## Can I trust a band gap on which three functionals agree?

**Question.** I need the band gap of gallium nitride for a transistor model, and I have these five results for one and the same crystal cell:

Ansatz 0.2.0, plane-wave DFT with PAW potentials and no spin polarisation, for GaN (space group P6_3mc, 4 atoms) in one fixed cell with a = 3.18 Å and c = 5.166 Å. The gap is the Kohn-Sham gap between the highest filled and lowest empty levels on an unshifted 6×6×4 k mesh, with fixed occupations.

| functional | wave cutoff | density cutoff | gap on mesh (eV) |
| --- | --- | --- | --- |
| LDA | 420 eV | 1680 eV | 1.971 |
| PBE | 420 eV | 1680 eV | 1.963 |
| PBEsol | 420 eV | 1680 eV | 1.906 |
| PBE0 | 420 eV | 1680 eV | 3.926 |
| r2SCANh | 500 eV | 2000 eV | 3.104 |

LDA, PBE and PBEsol are built from different recipes, yet their gaps lie within 0.07 eV of each other. The two hybrids, PBE0 and r2SCANh, disagree with these three and also with one another. My instinct is to go with the majority. Is that sound, and if it isn't, how could I have told from the numbers?

**Answer.** The majority is wrong by about 1.5 eV. The measured gap is roughly 3.5 eV (a recalled low-temperature value; it is somewhat smaller at room temperature), and a look at the material already tells you that 2 eV can't be right. A gap near 2 eV would let the crystal absorb everything from orange to violet, so it would look deep red, whereas pure gallium nitride is colourless. The k mesh is not to blame: it contains the zone centre, where the direct gap of this crystal lies.

For your transistor the error matters once the device runs hot; at room temperature hardly any electrons cross even a gap of 2 eV. The density of electrons that heat alone lifts across the gap depends mainly on the gap divided by the absolute temperature. Counting that exponential factor alone, the PBE gap reaches a given density at $1.963/3.5 = 0.56$ of the proper temperature. The temperature dependence of the prefactor and the shrinking of the real gap on heating are expected to push this ratio up, but the model would still have the channel flooded by thermal carriers far below the temperature at which this really happens.

**What the agreement means.** The three functionals agree because they share an assumption. All three are semilocal: they work out exchange, the lowering of energy that electrons of like spin gain by avoiding each other, from the density at each point and its immediate surroundings. The result is one potential, which acts in the same way on filled and empty states. Swapping one such recipe for another tests the details of the recipe and leaves the shared assumption untouched. The closeness also owes something to the shared cell: the stress in the PBE run shows that the crystal is compressed there by PBE's own standard, and in the larger cell that PBE prefers its gap would be smaller still.

The band edges of the same runs show what the semilocal functionals have in common. Going from PBE to LDA lowers the top of the valence band by 0.37 eV and the bottom of the conduction band by 0.36 eV, so the gap hardly notices. Going from PBE to PBE0 lowers the valence edge by 1.21 eV and raises the conduction edge by 0.75 eV. (Each edge is counted from its own run's zero of energy, so the change of the gap is firmer than the two separate shifts.) These two functionals have the same correlation part and differ only in that PBE0 takes a quarter of its exchange from the exact expression. What opens the gap here is thus the exact exchange.

**Why exact exchange pulls the edges apart.** Exact exchange depends on how strongly a state overlaps with the filled states. The PBE run was set to project its density of states onto orbitals, but that projection is not among the outputs used here, so the characters named below are the expected ones and could be checked against it. The top of the valence band is mostly nitrogen 2p, and it overlaps strongly with the other filled states of the same kind, so it gains much. The bottom of the conduction band has mainly s character and is empty; it overlaps less with the filled states and gains less. A semilocal potential makes too little of this difference, which leaves the filled state too high and the empty one too low. The gallium 3d shell, which these runs count among the 36 valence electrons, is expected to add to this: semilocal functionals place it too high, where it pushes the nitrogen 2p edge up, and exact exchange lowers it.

A hydrogen atom shows the same failure in its barest form. Removing its electron costs about 14 eV, while adding a second one returns less than 1 eV. Yet both processes involve the same 1s orbital, so if both spins share one potential, the orbital energies show no gap at all. In that description the whole difference has to come from a sudden upward jump of the exact potential as the electron number passes through one.

In general the true gap, the ionisation energy $I$ less the electron affinity $A$, is

$$I - A = E_\mathrm{KS} + \Delta ,$$

where $E_\mathrm{KS}$ is the gap between the levels in a common potential and $\Delta$ is the jump. In a crystal the potentials of LDA, PBE and PBEsol change smoothly with electron number and have no such jump. Their level gap need not equal that of the exact potential either, and these runs don't separate the two shortfalls. A hybrid brings part of $\Delta$ into the level gap itself, because its exchange acts differently on different states.

The analogy with hydrogen ends in two places. Gallium nitride has a real gap between its levels, to which the jump only adds. And in an atom you can avoid the problem by computing the neutral atom and its ions separately and subtracting their energies. In an endless crystal the added electron spreads so thinly that a semilocal functional returns the same small gap by that route too.

**How much exact exchange is enough?** If the orbitals hardly change, each band edge shifts in proportion to the fraction $x$ of exact exchange that is mixed in. PBE and PBE0 then fix a straight line for the gap:

$$E(x) = E_\mathrm{PBE} + \frac{x}{0.25}\,\left(E_\mathrm{PBE0} - E_\mathrm{PBE}\right).$$

The difference in the bracket is 1.963 eV, as large as the PBE gap itself, so a quarter of exact exchange doubles the gap.

The row for r2SCANh was not used for this line and can test it. This functional contains 10 % of exact exchange, so the line predicts $1.963 + 0.4 \times 1.963 = 2.75$ eV. The calculation gives 3.10 eV. On this slope the exchange fraction accounts for about two thirds of the opening relative to PBE, and the simple picture fails for the remaining third. The exact-exchange energies of the two hybrid runs stand in the ratio 0.4001, as the two fractions require if the filled orbitals hardly change, so a large change of those orbitals is an unlikely cause of the miss.

The likely source of that third is the other part of r2SCANh. Unlike PBE, it also uses the kinetic energy density of the electrons, which again makes the functional act differently on different states. Since that part already supplies some of what exact exchange brings, replacing a tenth of it is expected to open the gap by less than the PBE line says, so its share may exceed a third. This is untested here, and the r2SCANh run also had a higher plane-wave cutoff. Two more runs at that cutoff would separate the causes: one with PBE, and one with r2SCAN, which is the same functional without exact exchange.

**Why PBE0 overshoots.** PBE0 lies about 0.4 eV above the measured gap, and theory offers a reason. In a crystal the other electrons rearrange around any charge and weaken its long-range effect, by a factor equal to the electronic dielectric constant. Exact exchange knows nothing of this screening, so the sensible fraction is about the inverse of that constant. For gallium nitride the constant is roughly 5.3 (recalled), which gives a fraction of 0.19 instead of PBE0's 0.25.

On the straight line, that fraction corresponds to a gap of about 3.4 eV, close to experiment. Don't read this as precision. The measured gap is narrowed by the zero-point motion of the atoms, by perhaps one or two tenths of an eV, and the calculations hold the atoms still, so part of PBE0's excess of 0.4 eV comes from this rather than from missing screening. Unscreened exchange also converges slowly with the k mesh, and the PBE0 gap has not been checked on a finer one. The argument supports a fraction near one fifth, and it tells you which way to move elsewhere: less exact exchange for a crystal that screens strongly, more for one that screens weakly.

**What to put into the model.** The hybrids lie on either side of the measured gap, r2SCANh about 0.4 eV below it and PBE0 about as far above. Both would pass the colour test, since their absorption edges lie at or beyond the violet end of the spectrum. Measured against 3.5 eV, they would still put the density of thermal carriers at room temperature wrong by three to four orders of magnitude, in opposite directions. That density is negligible either way, and the error shrinks on heating without vanishing. For carrier densities, then, use the measured gap at the working temperature.

When you have no measurement to lean on, change the ingredient that the agreeing methods share. Here that means varying the fraction of exact exchange: if the gap moves by 2 eV, as it does between PBE and PBE0, the narrow spread of the semilocal results was no error bar. The output below lists the shifts of both band edges for each functional, together with the line through PBE and PBE0 and its miss for r2SCANh.

Output of the analysis:

```
Gaps against the rough measured value:
      row  gap_eV  error_eV  absorption_edge_nm  log10_carrier_excess_300K
      LDA   1.971    -1.529               629.1                      12.84
      PBE   1.963    -1.537               631.7                      12.91
   PBEsol   1.906    -1.594               650.6                      13.39
     PBE0   3.926     0.426               315.8                     -3.578
  r2SCANh   3.104    -0.396               399.5                      3.326
Band edges relative to PBE:
      row  valence_shift_eV  conduction_shift_eV  gap_change_eV
      LDA           -0.3701              -0.3622       0.007887
      PBE                 0                    0              0
   PBEsol           -0.1402              -0.1972         -0.057
     PBE0             -1.21                0.753          1.963
  r2SCANh            -0.716               0.4241           1.14
Spread of the three semilocal gaps in eV: 0.065
Mean of the three semilocal gaps in eV: 1.947
Absorption edge for the rough measured gap in nm: 354.3
Opening from PBE to PBE0 in eV: 1.963
Gap opening per 10 percent of exact exchange in eV: 0.7852
Linear estimate for r2SCANh in eV: 2.748
Computed r2SCANh gap less linear estimate in eV: 0.3558
Opening from PBE to r2SCANh in eV: 1.141
Ratio of exact-exchange energies r2SCANh to PBE0 from the further outputs: 0.4001
Fraction needed for the rough measured gap: 0.1957
Fraction needed with zero-point allowance: 0.2212
Inverse of the rough dielectric constant: 0.1887
Linear estimate of the gap at that inverse in eV: 3.445
```
